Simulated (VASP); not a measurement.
# Os (Fm-3m) in VASP: a series of runs

One crystal, Os, is run at these levels: PBE; tasks: single point.

All numbers are computed with VASP 6.6.1; they aren't measurements. Logs are shortened: lines on timing, memory, paths and dates and some standing lists are left out, and cuts for length are marked.

**1. The structure**

Symmetry: Fm-3m, No. 225, cubic system. Conventional cell: a = 3.890 Å, b = 3.890 Å, c = 3.890 Å, α = 90.00°, β = 90.00°, γ = 90.00°. Around Os (site symmetry m-3m) lie 12 Os at 2.75 Å.

This isn't the form of Os at room conditions, which is hcp.

**2. Single point, PBE**

Contents of INCAR:

```
PREC = Accurate
ENCUT = 520
EDIFF = 1E-6
ISMEAR = -1
SIGMA = 0.03
LREAL = F
LASPH = T
NELM = 80
ALGO = Normal
ISIF = 2
LWAVE = F
LCHARG = T
GGA = PE
LELF = T
LVHAR = T
NBANDS = 10
```

Contents of KPOINTS:

```
Automatic mesh
0
Gamma
  5 5 5
```

Contents of POSCAR:

```
Os
1.0
    0.0000000000      1.9450000000      1.9450000000
    1.9450000000      0.0000000000      1.9450000000
    1.9450000000      1.9450000000      0.0000000000
Os
1
Direct
    0.0000000000      0.0000000000      0.0000000000
```

Potentials or basis: VASP PAW PBE potentials, release 64 (Os).

The run is started by

```
> cat potpaw_PBE.64/Os/POTCAR > POTCAR
> mpirun -np 1 vasp_std > vasp.out
```

OUTCAR:

```text
PREC = Accurate
   ENCUT = 520
   EDIFF = 1E-6
   ISMEAR = -1
   LREAL = F
   LASPH = T
   NELM = 80
   ISIF = 2
   GGA = PE

 ion  position               nearest neighbor table
   1  0.000  0.000  0.000-

  LATTYP: Found a face centered cubic cell.
 ALAT       =     3.8900000000

  Lattice vectors:

 A1 = (   0.0000000000,   1.9450000000,   1.9450000000)
 A2 = (   1.9450000000,   0.0000000000,   1.9450000000)
 A3 = (   1.9450000000,   1.9450000000,   0.0000000000)

Analysis of symmetry for initial positions (statically):
=====================================================================
 Subroutine PRICEL returns:
 Original cell was already a primitive cell.

 Routine SETGRP: Setting up the symmetry group for a
 face centered cubic supercell.

 Subroutine GETGRP returns: Found 48 space group operations
 (whereof 48 operations were pure point group operations)
 out of a pool of 48 trial point group operations.

The static configuration has the point symmetry O_h .

Analysis of symmetry for dynamics (positions and initial velocities):
=====================================================================
 Subroutine PRICEL returns:
 Original cell was already a primitive cell.

 Routine SETGRP: Setting up the symmetry group for a
 face centered cubic supercell.

 Subroutine GETGRP returns: Found 48 space group operations
 (whereof 48 operations were pure point group operations)
 out of a pool of 48 trial point group operations.

The dynamic configuration has the point symmetry O_h .

 Subroutine INISYM returns: Found 48 space group operations
 (whereof 48 operations are pure point group operations),
 and found     1 'primitive' translations

----------------------------------------------------------------------------------------

                                     Primitive cell

  volume of cell :      14.7160

  direct lattice vectors                    reciprocal lattice vectors
     0.000000000  1.945000000  1.945000000    -0.257069409  0.257069409  0.257069409
     1.945000000  0.000000000  1.945000000     0.257069409 -0.257069409  0.257069409
     1.945000000  1.945000000  0.000000000     0.257069409  0.257069409 -0.257069409

  length of vectors
     2.750645379  2.750645379  2.750645379     0.445257277  0.445257277  0.445257277

  position of ions in fractional coordinates (direct lattice)
     0.000000000  0.000000000  0.000000000

  ion indices of the primitive-cell ions
   primitive index   ion index
                 1           1

[... 63 lines left out ...]
   ISYM   =      2    0-nonsym 1-usesym 2-fastsym
   POTIM  = 0.5000    time-step for ionic-motion
   TEBEG  =    0.0;   TEEND  =   0.0 temperature during run
   PSTRESS=    0.0 pullay stress
   NELECT =       8.0000    total number of electrons
   NUPDOWN=      -1.0000    fix difference up-down
   EMIN   =  10.00;   EMAX   =-10.00  energy-range for DOS
   EFERMI =   0.00;   METHOD = LEGACY
   ISMEAR =    -1;   SIGMA  =   0.03  broadening in eV -4-tet -1-fermi 0-gaus
   EFERMI_NEDOS =   21; number of points for ismear=-14 and -15
   IALGO  =     38    algorithm
   IMIX   =      4    mixing-type and parameters
     AMIX     =   0.40;   BMIX     =  1.00
     AMIX_MAG =   1.60;   BMIX_MAG =  1.00
  volume/ion in A,a.u.               =      14.72        99.31
  Fermi-wavevector in a.u.,A,eV,Ry     =   1.336109  2.524880 24.288947  1.785187
  Thomas-Fermi vector in A             =   2.464761
   LORBIT       =      0    0 simple, 1 ext, 2 COOP (PROOUT), +10 PAW based schemes
   GGA     = PE    functional components
   LHFCALC =     F    Hartree Fock is set to
   AEXX    =    0.0000 exact exchange contribution
   IVDW    =     0    specifies the selected vdW correction
   LEPSILON=     F    determine dielectric tensor
   LRPA    =     F    only Hartree local field effects (RPA)
 non-spin polarized calculation
  energy-cutoff  :      520.00
  volume of cell :       14.72
 maximum number of plane-waves:       411
   NGX = 11   NGY = 11   NGZ = 11

 number of electron       8.0000001 magnetization

 Free energy of the ion-electron system (eV)
  ---------------------------------------------------
  ext. energy  EPLUGINS =         0.00000000
  ---------------------------------------------------
  free energy    TOTEN  =       -11.16726979 eV

  energy without entropy =      -11.15819249  energy(sigma->0) =      -11.16273114

 E-fermi :   8.5402     XC(G=0): -13.7600

 val. band max:        8.5381893576   @ k =   0.2000   0.0000   0.0000
 cond. band min:       8.6530252567   @ k =   0.0000   0.0000   0.0000
 fundamental gap:      0.1148358991
 Fermi energy:         8.5402085466

 k-point     1 :       0.0000    0.0000    0.0000
  band No.  band energies     occupation
      1      -1.7756      2.00000
      2       5.8287      2.00000
      3       5.8287      2.00000
      4       5.8287      2.00000
      5       8.6530      0.04548
      6       8.6530      0.04548
      7      22.8730      0.00000
      8      28.3960      0.00000
      9      28.3960      0.00000
     10      28.3960      0.00000
[... 105 lines left out ...]
 k-point    10 :      -0.4000    0.4000    0.2000
  band No.  band energies     occupation
      1       3.3290      2.00000
      2       3.9613      2.00000
      3       4.9670      2.00000
      4       8.4731      1.80712
      5      10.5406      0.00000
      6      14.6542      0.00000
      7      19.3917      0.00000
      8      20.7533      0.00000
      9      24.3966      0.00000
     10      32.2050      0.00000

------------------------ aborting loop because EDIFF is reached ----------------------------------------

  FORCE on cell =-STRESS in cart. coord.  units (eV):
  Direction    XX          YY          ZZ          XY          YZ          ZX
  --------------------------------------------------------------------------------------
  -------------------------------------------------------------------------------------
  Total       -1.0692584     -1.0692584     -1.0692584     -0.0000000      0.0000000      0.0000000
  in kB     -116.4137905   -116.4137905   -116.4137905     -0.0000000      0.0000000      0.0000000
  external PRESSURE =    -116.4137905 kB  Pullay stress =       0.0000000 kB

 VOLUME and BASIS-vectors are now :
 -----------------------------------------------------------------------------
  energy-cutoff  :      520.00
  volume of cell :       14.72
      direct lattice vectors                 reciprocal lattice vectors
     0.000000000  1.945000000  1.945000000    -0.257069409  0.257069409  0.257069409
     1.945000000  0.000000000  1.945000000     0.257069409 -0.257069409  0.257069409
     1.945000000  1.945000000  0.000000000     0.257069409  0.257069409 -0.257069409

 POSITION                                       TOTAL-FORCE (eV/Angst)
 -----------------------------------------------------------------------------------
      0.00000      0.00000      0.00000         0.000000      0.000000      0.000000
 -----------------------------------------------------------------------------------
    total drift:                                0.000000      0.000000     -0.000000

  FREE ENERGIE OF THE ION-ELECTRON SYSTEM (eV)
  ---------------------------------------------------
  free  energy   TOTEN  =       -11.1672697916 eV

  energy  without entropy=      -11.1581924890  energy(sigma->0) =      -11.16273114
```

OSZICAR:

```text
N       E                     dE             d eps       ncg     rms          rms(c)
DAV:   1     0.343563907038E+02    0.34356E+02   -0.38833E+03   200   0.721E+02
DAV:   2    -0.108390894491E+02   -0.45195E+02   -0.42830E+02   206   0.193E+02
DAV:   3    -0.118938038180E+02   -0.10547E+01   -0.10534E+01   250   0.284E+01
DAV:   4    -0.118960038263E+02   -0.22000E-02   -0.21999E-02   216   0.146E+00
DAV:   5    -0.118960123058E+02   -0.84795E-05   -0.84789E-05   222   0.841E-02    0.146E+01
DAV:   6    -0.113003317559E+02    0.59568E+00   -0.72356E-01   252   0.665E+00    0.625E+00
DAV:   7    -0.111718219883E+02    0.12851E+00   -0.32979E-01   256   0.426E+00    0.762E-01
DAV:   8    -0.111676214191E+02    0.42006E-02   -0.31451E-03   210   0.349E-01    0.791E-02
DAV:   9    -0.111672977417E+02    0.32368E-03   -0.91225E-04   232   0.335E-01    0.313E-02
DAV:  10    -0.111673033654E+02   -0.56237E-05   -0.57819E-06   224   0.194E-02    0.108E-02
DAV:  11    -0.111672702532E+02    0.33112E-04   -0.73888E-06   208   0.311E-02    0.117E-03
DAV:  12    -0.111672697916E+02    0.46154E-06   -0.66438E-08   106   0.241E-03
   1 F= -.11167270E+02 E0= -.11162731E+02  d E =-.907730E-02
```

Run time: 2.3 s. Hardware: 1 thread of Intel Xeon Platinum 8488C (Sapphire Rapids), shared host; peak memory 0.12 GiB.

What came out:

```yaml
Free_energy: -11.1673 eV
Pressure: -11.6 GPa
Band_gap_on_the_k_mesh: none (metal or under the smearing width)
```

Caveat: the k mesh is coarse (spacing up to 0.56 Å⁻¹), so the values aren't converged. Spin-orbit coupling is left out, which matters for the levels of Os.

(Part 1 of 3 ends here.)
